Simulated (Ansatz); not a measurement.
# Ag in W(100), 2x2: scattering by a point defect, part 3 of 3

Wanted: the reflection from a plane of defects, Ag in W(100), 2x2, and the resistivity it implies.

Ansatz 0.2.0; Ansatz plane-wave DFT, PBE, PAW files; ballistic transport by layer matching (Landauer), zero bias; PAW set soft_1 (the session's first sound run).

So far, resistivity per at.% scaled from this dense plane, with the factor 3/4 for isotropic scattering (µΩ cm): step 3 (resistance at ideal sites) 12.3.

### 5. Transmission after relaxation, relaxed yes

The transmission is solved again on the relaxed atoms.

This step: Ansatz plane-wave DFT, PBE, PAW files; ballistic transport by layer matching (Landauer), zero bias; PAW set soft_1 (Ansatz 0.2.0).

Input file input.yaml:

```yaml
crystal:
  lattice:
    - [6.3296, 0.0, 0.0]
    - [0.0, 6.3296, 0.0]
    - [0.0, 0.0, 28.4832]
  atoms:
    - { symbol: W, position: [0.0, 0.0, 0.0277777778] }
    - { symbol: W, position: [0.0, 0.5, 0.0277777778] }
    - { symbol: W, position: [0.5, 0.0, 0.0277777778] }
    - { symbol: W, position: [0.5, 0.5, 0.0277777778] }
    - { symbol: W, position: [0.25, 0.25, 0.0833333333] }
    - { symbol: W, position: [0.25, 0.75, 0.0833333333] }
    - { symbol: W, position: [0.75, 0.25, 0.0833333333] }
    - { symbol: W, position: [0.75, 0.75, 0.0833333333] }
    - { symbol: W, position: [0.0, 0.0, 0.1388888889] }
    - { symbol: W, position: [0.0, 0.5, 0.1388888889] }
    - { symbol: W, position: [0.5, 0.0, 0.1388888889] }
    - { symbol: W, position: [0.5, 0.5, 0.1388888889] }
    - { symbol: W, position: [0.25, 0.25, 0.1944444444] }
    - { symbol: W, position: [0.25, 0.75, 0.1944444444] }
    - { symbol: W, position: [0.75, 0.25, 0.1944444444] }
    - { symbol: W, position: [0.75, 0.75, 0.1944444444] }
    - { symbol: W, position: [0.0, 0.0, 0.25] }
    - { symbol: W, position: [0.0, 0.5, 0.25] }
    - { symbol: W, position: [0.5, 0.0, 0.25] }
    - { symbol: W, position: [0.5, 0.5, 0.25] }
    - { symbol: W, position: [0.25, 0.25, 0.3059824813] }
    - { symbol: W, position: [0.25, 0.75, 0.3053670879] }
    - { symbol: W, position: [0.75, 0.25, 0.3053670879] }
    - { symbol: W, position: [0.75, 0.75, 0.3054264134] }
    - { symbol: W, position: [0.0002227041, 0.0002227041, 0.3609419794] }
    - { symbol: W, position: [0.0002227041, 0.4997772959, 0.3609419794] }
    - { symbol: W, position: [0.4997772959, 0.0002227041, 0.3609419794] }
    - { symbol: W, position: [0.4997772959, 0.4997772959, 0.3609419794] }
    - { symbol: W, position: [0.25, 0.25, 0.4178474503] }
    - { symbol: W, position: [0.25, 0.75, 0.4164066881] }
    - { symbol: W, position: [0.75, 0.25, 0.4164066881] }
    - { symbol: W, position: [0.75, 0.75, 0.4159057809] }
    - { symbol: W, position: [-0.0033189662, -0.0033189662, 0.4713970528] }
    - { symbol: W, position: [-0.0033189662, 0.5033189662, 0.4713970528] }
    - { symbol: W, position: [0.5033189662, -0.0033189662, 0.4713970528] }
    - { symbol: W, position: [0.5033189662, 0.5033189662, 0.4713970528] }
    - { symbol: Ag, position: [0.25, 0.25, 0.5277729911] }
    - { symbol: W, position: [0.25, 0.75, 0.5277601541] }
    - { symbol: W, position: [0.75, 0.25, 0.5277601541] }
    - { symbol: W, position: [0.75, 0.75, 0.5277744023] }
    - { symbol: W, position: [-0.0033245028, -0.0033245028, 0.5841437034] }
    - { symbol: W, position: [-0.0033245028, 0.5033245028, 0.5841437034] }
    - { symbol: W, position: [0.5033245028, -0.0033245028, 0.5841437034] }
    - { symbol: W, position: [0.5033245028, 0.5033245028, 0.5841437034] }
    - { symbol: W, position: [0.25, 0.25, 0.6377465516] }
    - { symbol: W, position: [0.25, 0.75, 0.6391099323] }
    - { symbol: W, position: [0.75, 0.25, 0.6391099323] }
    - { symbol: W, position: [0.75, 0.75, 0.6396271502] }
    - { symbol: W, position: [0.0003464844, 0.0003464844, 0.6946104982] }
    - { symbol: W, position: [0.0003464844, 0.4996535156, 0.6946104982] }
    - { symbol: W, position: [0.4996535156, 0.0003464844, 0.6946104982] }
    - { symbol: W, position: [0.4996535156, 0.4996535156, 0.6946104982] }
    - { symbol: W, position: [0.25, 0.25, 0.75] }
    - { symbol: W, position: [0.25, 0.75, 0.75] }
    - { symbol: W, position: [0.75, 0.25, 0.75] }
    - { symbol: W, position: [0.75, 0.75, 0.75] }
    - { symbol: W, position: [0.0, 0.0, 0.8055555556] }
    - { symbol: W, position: [0.0, 0.5, 0.8055555556] }
    - { symbol: W, position: [0.5, 0.0, 0.8055555556] }
    - { symbol: W, position: [0.5, 0.5, 0.8055555556] }
    - { symbol: W, position: [0.25, 0.25, 0.8611111111] }
    - { symbol: W, position: [0.25, 0.75, 0.8611111111] }
    - { symbol: W, position: [0.75, 0.25, 0.8611111111] }
    - { symbol: W, position: [0.75, 0.75, 0.8611111111] }
    - { symbol: W, position: [0.0, 0.0, 0.9166666667] }
    - { symbol: W, position: [0.0, 0.5, 0.9166666667] }
    - { symbol: W, position: [0.5, 0.0, 0.9166666667] }
    - { symbol: W, position: [0.5, 0.5, 0.9166666667] }
    - { symbol: W, position: [0.25, 0.25, 0.9722222222] }
    - { symbol: W, position: [0.25, 0.75, 0.9722222222] }
    - { symbol: W, position: [0.75, 0.25, 0.9722222222] }
    - { symbol: W, position: [0.75, 0.75, 0.9722222222] }
kpoints:
  mp_grid: { grid: [4, 4, 1] }
hamiltonian:
  xc: pbe
  pseudopotentials: { kind: paw, azcp: { folder: soft_1 } }
scf:
  occupations: { method: fermi_dirac, width: 0.1 }
output:
  transmission: { leads: [[0, 4]], kmesh: [8, 8], e_range: [-0.05, 0.05], de: 0.05 }
  write_potential: true
  write_density: true
  volumetric_format: npy
```

On the command line:

```console
$ ansatz run input.yaml --threads 4 --pin off --max-ram 15360MiB --backend cpu --events-out ev --progress --plain --runs-dir out
```

Numbers of over 12 decimals in the logs are rounded to 6 here.

What it wrote:

```text
[...]
Crystal: 72 atoms, lattice volume = 1141.146 Å³
Basis set: ecut = 420 eV, 22299 PW (Γ)
Bands: 608, of which v1, the nominal top of the filled ones, is band 507 counted from 1 (506 counted from 0)
Symmetry: 8 space group operations
[...]
k-points: 6 of 16
[...]
SCF iter   1: F=—  HF=-745011.438521 eV  |F-HF|=—  |Δ(HF+E_count)|=         —  Δρ=6.67e-2  dr2=9.51e2  ethr=3.10e-3  ⟨swp⟩=5.5  Hψ=11453  notcnv=0
[...]
SCF iter  10: F=-744988.487608 eV  HF=-744988.487608 eV  |F-HF|=4.88e-8  |Δ(HF+E_count)|=   1.38e-7  Δρ=6.19e-7  dr2=5.05e-8  ethr=9.87e-12  ⟨swp⟩=6.5  Hψ=9918  notcnv=0
SCF 1 converged in 10 iterations: F = -744988.487608 eV  dr2 = 5.05e-8
[...]
transmission: 60 of 540 steps passed
transmission: 108 of 540 steps passed
[...]
transmission: 540 of 540 steps passed
SCF converged after 10 iterations
Free energy (F): -744988.487608 eV
[...]
Internal energy: -744987.231743 eV  (E = F + TS)
E sigma→0 (E₀):  -744987.859675 eV
Entropy (-TS):   -1.255865 eV (-17.443 meV/atom)
Fermi energy:    22.358483 eV
[...]
--- Band table (eV; the first three rows and the last of 6) ---
  k-point 0: bands = [... 503 lower, 22.3225, 22.3312, 22.3312, 22.3470, 22.3502, 22.3749, 22.3901, 22.5585, ... 97 higher]
  k-point 1: bands = [... 503 lower, 22.2646, 22.2908, 22.3218, 22.3257, 22.3640, 22.3839, 22.3897, 22.4025, ... 97 higher]
  k-point 2: bands = [... 503 lower, 22.3299, 22.3424, 22.4650, 22.4686, 22.5035, 22.5212, 22.5469, 22.5624, ... 97 higher]
  k-point 5: bands = [... 503 lower, 21.6942, 21.7052, 21.7195, 22.1937, 22.5074, 22.5074, 22.6278, 22.7741, ... 97 higher]
--- Transmission ---
  basis      : 349 plane waves across, 36 finite elements along
  points     : 15, standing for a mesh of 8 x 8
[...]
channels       : 5.281250e0 a spin
[...]
slowest decay  : 0.0377 /Å at (0.5000, 0.5000)
  junction   : crystal 0 to crystal 0, -0.70 to 26.20 Å
    transmission   : 2.924988e0 a spin
[...]
```

Elapsed: 4.6 min, on 4 threads of Intel Xeon Platinum 8559C (Emerald Rapids), shared host; peak memory 8.8 GiB.

This step gave:

| Property | Result |
| --- | --- |
| transmission per spin nearest the Fermi level | 2.925 |
| step of the lead's potential | 4.4 meV |

Per spin. Table of transmission, zone mean by energy, zero at the Fermi level:

```
energy (eV)  transmission, zone mean
    -0.0500                     2.84
     0.0000                     2.92
     0.0500                     3.04
```

Transmission over k1 and k2. At 0.0000 eV from the Fermi level.

Ten even steps from '_' (0.0) to '@' (11.4):
```
______..::..____
______::==::____
....::##@@##::..
..::==@@@@@@==::
....::##@@##::..
______::==::____
______..::..____
______......____
```
Columns: k1 (b1) from -0.5 to 0.375; rows upwards: k2 (b2) from -0.5 to 0.375.

Over the solved energies the transmission per spin lies between 2.84 and 3.04, out of 5.24 channels of the lead on average (up to 5.78).

### 6. Resistance after relaxation

This step: Ansatz plane-wave DFT, PBE, PAW files; ballistic transport by layer matching (Landauer), zero bias; area resistance of the defect plane and resistivity an atomic per cent; PAW set soft_1 (Ansatz 0.2.0).

Numbers from this step:

- area resistance: 0.7755 fΩ m²
- T over the leads' mean channel count: 0.5600
- resistivity per at.% scaled from this dense plane, with the factor 3/4 for isotropic scattering: 14.70 µΩ cm

Averaged over the energies near the Fermi level, 56.0 % of the channels pass, which makes 0.776 fΩ m², against 0.650 on ideal sites.

### 7. Summary of results

```yaml
share_of_channels_that_pass_rigid: 0.605
area_resistance_rigid: 0.650 fΩ m²
resistivity_per_at_from_the_area_resistance_times_3_over_4_rigid: 12.3 µΩ cm
share_of_channels_that_pass_relaxed: 0.560
area_resistance_relaxed: 0.776 fΩ m²
resistivity_per_at_from_the_area_resistance_times_3_over_4_relaxed: 14.7 µΩ cm
```

The plane of defects adds 0.78 fΩ m². Scaled to one atomic per cent that is 20 µΩ cm as it stands and 15 with the factor 3/4 for isotropic scattering on a spherical Fermi surface; with the reflection in place of the resistance taken as linear in the density it would be 8.2. These are rough estimates of the dilute value, not bounds. One Ag in each 2x2 cell reflects 44 % of the lead's channels. The relaxed cell differs by 19 % in resistance; between the two runs the lead's own channel count goes from 5.20 to 5.24, so sampling may have a part in it. The defects form a dense periodic sheet that scatters coherently, unlike a dilute random alloy. T and N are means over the solved energies nearest the Fermi level. Spin-orbit coupling is left out, which matters for W.

[Logs are printed without paths, hosts, clocks, repeated set-up lines and the standing remarks that a program may print on its own settings, such as how far it seeks lower states.]

[Hosts, paths, dates, database ids (printed as entryN), source tags and the programs' standing remarks are cut or masked in the printed files.]
